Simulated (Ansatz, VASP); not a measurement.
# Sb: VASP beside Ansatz

```
CELL_PARAMETERS angstrom
3.42424 0.00000 0.00000
-1.71212 2.96548 0.00000
0.00000 0.00000 5.41739
ATOMIC_POSITIONS crystal
Sb 0.33333 0.66667 0.25000
Sb 0.66667 0.33333 0.75000
```

Change from the starting cell: volume scaled by 1.05, PAW files.

Alike in both runs: task electric field gradients; functional PBE; k mesh 12 × 12 × 7; occupations fermi-dirac, width 0.03 eV; no spin polarisation.

|  | VASP | Ansatz |
| --- | --- | --- |
| version | VASP 6.6.1 | Ansatz 0.2.0 |
| potentials or method | VASP PAW PBE potentials, release 64 (Sb) | PAW with Ansatz's default frozen-core files, scalar-relativistic |
| plane-wave cutoff (eV) | 520 | 420 |
| valence electrons in the cell | 10 | 30 |

VASP gave:

| Quantity | Value |
| --- | --- |
| pressure (GPa) | -0.4 |
| largest component of the traceless stress (GPa) | 0.84 |
| Vzz of the field gradient on the site that differs most (V/Å²) | 23.7 |

Q: Estimate Ansatz's values.

A: Pressure (GPa): -0.2; largest component of the traceless stress (GPa): 0.83; Vzz of the field gradient on the site that differs most (V/Å²): 25.5.

The two sets of potentials don't hold the same shells in valence. Ansatz warned: «gradients_without_spin_orbit».

The runs have no spin-orbit coupling, so splittings on Sb are missing.
